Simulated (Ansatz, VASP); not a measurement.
## One calculation of ZnSe, two programs

```
Zn Se
1.0
     0.00000    2.83212    2.83212
     2.83212    0.00000    2.83212
     2.83212    2.83212    0.00000
Zn Se
1 1
Direct
  0.00000 0.00000 0.00000
  0.25000 0.25000 0.25000
```

Alike in both runs: functional r2SCAN; k mesh 10 × 10 × 10; occupations fermi-dirac, width 0.02 eV; no spin polarisation.

Ansatz relaxed the structure, and its values are those at the end. VASP's run is a single point on that final structure, the one shown.

```csv
,VASP,Ansatz
version,VASP 6.6.1,Ansatz 0.2.0
potentials or method,"VASP PAW PBE potentials, release 64 (Zn, Se)","PAW with Ansatz's default frozen-core files, scalar-relativistic"
plane-wave cutoff (eV),520,500
valence electrons in the cell,18,28
```

Ansatz gave:

| Item | Value |
| --- | --- |
| gap on the k mesh at the Fermi level (eV) | 1.87 |
| pressure (GPa) | 0.0 |

Question: Which values does VASP return?

Answer: gap on the k mesh at the Fermi level (eV): 1.87; pressure (GPa): 0.1.

The two sets of potentials don't hold the same shells in valence.

Caveats: the PAW data sets were made with another functional, which shifts forces and pressure a little (VASP).
